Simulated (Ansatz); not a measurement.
# Nickel, hcp under BLYP: ground state and equation of state, part 2 of 2

What does BLYP give for nickel in the hcp structure? We relax it, solve it on a dense k-mesh, then scale the cell to 7 volumes from 88 to 112 % of the relaxed one and try a fit of the equation of state. Spin polarisation is left out, though the real metal is magnetic, so this state lies above the ground state. The k-meshes are 14×14×8 for the relaxation; 23×23×13 for the dense run; 16×16×9 for the volumes.

Ansatz 0.2.0; DFT, BLYP, plane waves (420 eV) with PAW, scalar-relativistic. The steps go on from the part before.

### 7 Equation of state: 100 %

This is Ni in the hcp structure; at room conditions it is fcc.

The input, input.yaml:

```yaml
crystal:
  lattice:
    - [2.5227213103, 0.0, 0.0]
    - [-1.2613606552, 2.1847407414, 0.0]
    - [0.0, 0.0, 4.1564764506]
  atoms:
    - { symbol: Ni, position: [0.3333333333, 0.6666666667, 0.25] }
    - { symbol: Ni, position: [0.6666666667, 0.3333333333, 0.75] }
hamiltonian:
  xc: blyp
  pseudopotentials:
    kind: paw
    azcp:
      Ni: "pseudopotentials/Ni.paw.azcp"
basis:
  ecutwfc: 420
  fft_grid_basis: typed
kpoints:
  mp_grid: { grid: [16, 16, 9], shift: [0, 0, 0] }
magnetization:
  spin_polarized: false
scf:
  occupations: { method: fermi_dirac, width: 0.1 }
  lower_state_search: "off"
output:
  stress: true
```

The program printed, cut to the lines that bear on the results:

```text
Warning: RAYON_NUM_THREADS=2 ignored (pool sized by the plan → 2); use --threads N
[...]
Pseudopotentials: kind: paw
Pseudopotential: Ni, paw, valence charge 18, recommended cutoff 420 eV (normal), <dir>
Functional definition: BLYP
[...]
Crystal: 2 atoms, lattice volume = 22.908 Å³
Basis set: ecut = 420 eV, 451 PW (Γ), exchange–correlation on 36×36×60 points (8 copies of the dense FFT grid, shifted against one another)
Bands: 22, of which v1, the nominal top of the filled ones, is band 18 counted from 1 (17 counted from 0)
Symmetry: 24 space group operations
Space group: P63/mmc (ITA 194), of the structure as read, at distance tolerance 2.8e-5 Å
k-points: 150 of 2304
[...]
SCF iter   1: F=—  HF=-11696.525608 eV  |F-HF|=—  |Δ(HF+E_count)|=         —  Δρ=2.90e-2  dr2=1.29e-1  ethr=1.77e-3  ⟨swp⟩=4.6  Hψ=12080  notcnv=0
[...]
SCF iter   7: F=-11696.505376 eV  HF=-11696.505376 eV  |F-HF|=2.40e-8  |Δ(HF+E_count)|=   6.65e-7  Δρ=2.88e-5  dr2=4.23e-8  ethr=2.78e-10  ⟨swp⟩=4.6  Hψ=12577  notcnv=0
[...]
SCF converged after 7 iterations
Free energy (F): -11696.505376 eV
[...]
E sigma→0 (E₀):  -11696.408017 eV
Entropy (-TS):   -0.194718 eV (-97.359 meV/atom)
Fermi energy:    17.304838 eV
[...]
--- Stress (GPa, compression-positive) ---
        0.029762       0.000000      -0.000000
        0.000000       0.029762      -0.000000
       -0.000000      -0.000000      -0.017374
  P = ⅓ Tr σ = 0.0140 GPa (0.140 kbar)
```

Wall time 2.4 s (2 threads of an x86-64 CPU, shared host); peak memory 0.42 GiB.

### 8 Equation of state: 104 %

input.yaml, as its differences from that of step 7:

```diff
@@ -2,5 +2,5 @@
   lattice:
-    - [2.5227213103, 0.0, 0.0]
-    - [-1.2613606552, 2.1847407414, 0.0]
-    - [0.0, 0.0, 4.1564764506]
+    - [2.5559188188, 0.0, 0.0]
+    - [-1.2779594094, 2.2134906271, 0.0]
+    - [0.0, 0.0, 4.2111732027]
   atoms:
@@ -26 +26,5 @@
   stress: true
+  write_density: true
+  write_potential: true
+  elf: true
+  volumetric_format: npy
```

The program printed, cut to the lines that bear on the results:

```text
Warning: RAYON_NUM_THREADS=2 ignored (pool sized by the plan → 2); use --threads N
[...]
[... 3 set-up lines as earlier in the session ...]
[...]
Crystal: 2 atoms, lattice volume = 23.825 Å³
Basis set: ecut = 420 eV, 465 PW (Γ), exchange–correlation on 36×36×60 points (8 copies of the dense FFT grid, shifted against one another)
Bands: 22, of which v1, the nominal top of the filled ones, is band 18 counted from 1 (17 counted from 0)
[... 1 set-up line as earlier in the session ...]
Space group: P63/mmc (ITA 194), of the structure as read, at distance tolerance 2.9e-5 Å
k-points: 150 of 2304
[...]
SCF iter   1: F=—  HF=-11696.506817 eV  |F-HF|=—  |Δ(HF+E_count)|=         —  Δρ=2.77e-2  dr2=1.26e-1  ethr=1.77e-3  ⟨swp⟩=4.5  Hψ=12061  notcnv=0
[...]
SCF iter   7: F=-11696.487553 eV  HF=-11696.487553 eV  |F-HF|=1.75e-8  |Δ(HF+E_count)|=   5.60e-7  Δρ=2.49e-5  dr2=3.00e-8  ethr=2.78e-10  ⟨swp⟩=9.2  Hψ=25511  notcnv=0
[...]
SCF converged after 7 iterations
Free energy (F): -11696.487553 eV
[...]
E sigma→0 (E₀):  -11696.387679 eV
Entropy (-TS):   -0.199749 eV (-99.875 meV/atom)
Fermi energy:    16.464746 eV
[...]
--- Stress (GPa, compression-positive) ---
       -5.989832       0.000000       0.000000
        0.000000      -5.989832       0.000000
        0.000000       0.000000      -6.035053
  P = ⅓ Tr σ = -6.0049 GPa (-60.049 kbar)
--- Band table (eV; the first three rows and the last of 150) ---
  k-point 0: bands = ["-86.1929", "-86.1711", "-46.7375", "-46.6283", "-46.6283", "-46.6059", "-46.6059", "-46.5817", "8.2572", "12.4627", "14.7655", "14.8505", "14.8505", "15.0843", "15.0843", "15.4590", "15.4590", "16.3010", "16.3010", "16.5419", "21.7353", "38.7357"]
[...]
```

It took 3.5 s on 2 threads of an x86-64 CPU, shared host; peak memory 0.41 GiB.

Density in a lattice plane of the grid's cell (edges 2.56 and 4.21 Å, at 0.333 of the third edge), which holds Ni.

Values in e/Å³, 12 rows by 8 columns:
```
 0.30  0.21  0.23  0.38  0.97  1.87  1.59  0.70
 0.54  0.27  0.31  0.96  6.36 18.43 14.10  3.50
 0.75  0.31  0.37  1.51 13.74 45.28 33.51  6.91
 0.54  0.27  0.31  0.96  6.36 18.43 14.10  3.50
 0.30  0.21  0.23  0.38  0.97  1.87  1.59  0.70
 0.23  0.21  0.22  0.24  0.29  0.33  0.32  0.27
 0.30  0.36  0.35  0.29  0.24  0.22  0.22  0.25
 0.54  0.93  0.90  0.49  0.29  0.22  0.23  0.31
 0.74  1.49  1.44  0.67  0.32  0.24  0.25  0.36
 0.54  0.93  0.90  0.49  0.29  0.22  0.23  0.31
 0.30  0.36  0.35  0.29  0.24  0.22  0.22  0.25
 0.23  0.21  0.22  0.24  0.29  0.33  0.32  0.27
```
Columns run along the first of these edges and rows up along the second, over one cell in 8 and 12 even steps from the bottom left corner. Atoms in the plane (fractional): Ni at (0.67, 0.75).

ELF in the same plane.

Ten even steps from '0' (0.16) to '9' (0.66):
```
01111000000000
00110001122100
00110012444321
00100024688531
00100125899741
00100024688531
00110012444321
00110001122100
01111000000000
11111110000001
00000011111111
00000001222210
00000001122100
00110000122100
01110000122100
00110000122100
00000001122100
00000001222210
00000011111111
11111110000001
```
Columns run along the first of these edges and rows up along the second, over one cell in 14 and 20 even steps from the bottom left corner. Atoms in the plane (fractional): Ni at (0.67, 0.75).

Both are smooth fields of the valence electrons: close to the nuclei they are not physical.

### 9 Equation of state: 108 %

input.yaml, as its differences from that of step 8:

```diff
@@ -2,5 +2,5 @@
   lattice:
-    - [2.5559188188, 0.0, 0.0]
-    - [-1.2779594094, 2.2134906271, 0.0]
-    - [0.0, 0.0, 4.2111732027]
+    - [2.5882756565, 0.0, 0.0]
+    - [-1.2941378283, 2.2415124705, 0.0]
+    - [0.0, 0.0, 4.2644848521]
   atoms:
@@ -26,5 +26 @@
   stress: true
-  write_density: true
-  write_potential: true
-  elf: true
-  volumetric_format: npy
```

The program printed, cut to the lines that bear on the results:

```text
Warning: RAYON_NUM_THREADS=2 ignored (pool sized by the plan → 2); use --threads N
[...]
[... 3 set-up lines as earlier in the session ...]
[...]
Crystal: 2 atoms, lattice volume = 24.741 Å³
Basis set: ecut = 420 eV, 501 PW (Γ), exchange–correlation on 36×36×60 points (8 copies of the dense FFT grid, shifted against one another)
Bands: 22, of which v1, the nominal top of the filled ones, is band 18 counted from 1 (17 counted from 0)
[... 2 set-up lines as earlier in the session ...]
k-points: 150 of 2304
[...]
SCF iter   1: F=—  HF=-11696.457450 eV  |F-HF|=—  |Δ(HF+E_count)|=         —  Δρ=2.66e-2  dr2=1.23e-1  ethr=1.77e-3  ⟨swp⟩=4.4  Hψ=12029  notcnv=0
[...]
SCF iter   7: F=-11696.439119 eV  HF=-11696.439119 eV  |F-HF|=8.59e-9  |Δ(HF+E_count)|=   6.75e-8  Δρ=2.09e-5  dr2=2.02e-8  ethr=2.78e-10  ⟨swp⟩=4.5  Hψ=12802  notcnv=0
[...]
SCF converged after 7 iterations
Free energy (F): -11696.439119 eV
[...]
E sigma→0 (E₀):  -11696.336814 eV
Entropy (-TS):   -0.204610 eV (-102.305 meV/atom)
Fermi energy:    15.687774 eV
[...]
--- Stress (GPa, compression-positive) ---
      -10.724864       0.000000      -0.000000
        0.000000     -10.724864      -0.000000
       -0.000000      -0.000000     -10.764869
  P = ⅓ Tr σ = -10.7382 GPa (-107.382 kbar)
```

Run time: 2.2 s. Hardware: 2 threads of an x86-64 CPU, shared host; peak memory 0.42 GiB.

### 10 Equation of state: 112 %

input.yaml, as its differences from that of step 9:

```diff
@@ -2,5 +2,5 @@
   lattice:
-    - [2.5882756565, 0.0, 0.0]
-    - [-1.2941378283, 2.2415124705, 0.0]
-    - [0.0, 0.0, 4.2644848521]
+    - [2.6198431049, 0.0, 0.0]
+    - [-1.3099215525, 2.2688506828, 0.0]
+    - [0.0, 0.0, 4.3164958909]
   atoms:
```

The program printed, cut to the lines that bear on the results:

```text
Warning: RAYON_NUM_THREADS=2 ignored (pool sized by the plan → 2); use --threads N
[...]
[... 3 set-up lines as earlier in the session ...]
[...]
Crystal: 2 atoms, lattice volume = 25.657 Å³
Basis set: ecut = 420 eV, 525 PW (Γ), exchange–correlation on 36×36×60 points (8 copies of the dense FFT grid, shifted against one another)
Bands: 22, of which v1, the nominal top of the filled ones, is band 18 counted from 1 (17 counted from 0)
[... 2 set-up lines as earlier in the session ...]
k-points: 150 of 2304
[...]
SCF iter   1: F=—  HF=-11696.384125 eV  |F-HF|=—  |Δ(HF+E_count)|=         —  Δρ=2.55e-2  dr2=1.19e-1  ethr=1.77e-3  ⟨swp⟩=4.4  Hψ=12029  notcnv=0
[...]
SCF iter   7: F=-11696.366654 eV  HF=-11696.366654 eV  |F-HF|=6.58e-10  |Δ(HF+E_count)|=   5.15e-8  Δρ=2.96e-6  dr2=1.35e-9  ethr=2.78e-10  ⟨swp⟩=4.3  Hψ=12795  notcnv=0
[...]
SCF converged after 7 iterations
Free energy (F): -11696.366654 eV
[...]
E sigma→0 (E₀):  -11696.261990 eV
Entropy (-TS):   -0.209328 eV (-104.664 meV/atom)
Fermi energy:    14.967151 eV
[...]
--- Stress (GPa, compression-positive) ---
      -14.434282       0.000000       0.000000
        0.000000     -14.434282      -0.000000
        0.000000      -0.000000     -14.466937
  P = ⅓ Tr σ = -14.4452 GPa (-144.452 kbar)
```

Wall time 2.5 s (2 threads of an x86-64 CPU, shared host); peak memory 0.42 GiB.

### 11 The equation of state

All volumes keep the relaxed shape and fractional coordinates.

```csv
V (Å³/atom),E − E₀ (meV/atom),P from the stress (GPa),P from the fit (GPa)
10.080,108.1,29.64,29.15
10.538,43.1,17.34,16.84
10.996,9.2,7.65,7.18
11.454,0.0,0.01,-0.43
11.912,10.2,-6.00,-6.43
12.371,35.6,-10.74,-11.16
12.829,73.0,-14.45,-14.87
```

A third-order Birch-Murnaghan fit gives V₀ = 11.425 Å³/atom, B₀ = 171 GPa and B₀′ = 4.9; it misses no point by more than 0.01 meV/atom.

The fit is made to E(σ → 0), while the stress belongs to the free energy F; that is one source of the offset between the two pressures.

### 12 Summary of results

The summary covers parts 1 to 2.

| quantity | value |
| --- | --- |
| space group (spins left aside) | P6_3/mmc (No. 194) |
| conventional cell | a = 2.523 Å, c = 4.156 Å (c/a = 1.648) |
| volume | 11.454 Å³/atom |
| shortest distance | 2.523 Å |
| gap on the mesh | none (levels filled in part) |
| relative to fcc, ferromagnetic | +74 meV/atom |
| V₀, B₀, B₀′ | 11.425 Å³/atom, 171 GPa, 4.9 |

**Reading.** The relaxation enlarged the cell by 4.7 % in volume. Against the reference form of nickel (fcc, ferromagnetic, computed apart with the same settings) it stands 74 meV/atom higher; part of this is magnetic energy, as this run has no moments. No gap shows: it is a metal or semimetal at this level. B₀ comes out at 171 GPa; letting shape and positions relax at each volume could only lower it. Relaxation kept the symmetry; phonons were not checked.
